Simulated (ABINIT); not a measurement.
Hf:

```
Hf
1.0
    -1.80500    1.80500    1.80500
     1.80500   -1.80500    1.80500
     1.80500    1.80500   -1.80500
Hf
1
Direct
  0.00000 0.00000 0.00000
```

This isn't the form of Hf at room conditions, which is hcp.

| Item | Value |
| --- | --- |
| Program | ABINIT 10.8.3 (patched build) |
| Task | relaxation of cell and atoms |
| Functional | LDA |
| Potentials or basis | PseudoDojo NC SR LDA v0.4.1 standard |
| Cutoff | 789 eV |
| k mesh | 8 × 8 × 8 |
| Occupations | fermi-dirac, width 0.05 eV |
| Spin | no spin polarisation |

At the start: pressure -13.7 GPa; volume 23.52 Å³/atom.

**Question.** Where does the relaxation end?

**Answer.** Over 5 steps the energy falls by 155.8 meV/atom and the volume is 20.25 Å³/atom (-13.9 %); space group Im-3m (No. 229, to 0.05 Å).

The path:
| step | energy change (eV) | largest force (eV/Å) | pressure (GPa) | volume (Å³) |
| --- | --- | --- | --- | --- |
| 1 | 0.0000 | 0.0000 | -13.67 | 23.52 |
| 2 | -0.0736 | 0.0000 | -10.54 | 22.55 |
| 3 | -0.1541 | 0.0000 | 1.78 | 19.95 |
| 4 | -0.1557 | 0.0000 | -0.19 | 20.28 |
| 5 | -0.1558 | 0.0000 | 0.00 | 20.25 |

Final structure:
```yaml
crystal:
  lattice:
    - [-1.71696, 1.71696, 1.71696]
    - [1.71696, -1.71696, 1.71696]
    - [1.71696, 1.71696, -1.71696]
  atoms:
    - { symbol: Hf, position: [0.00000, 0.00000, 0.00000] }
```

Caveat: the volume moved by -14 % from the deposited cell, more than functionals usually miss.
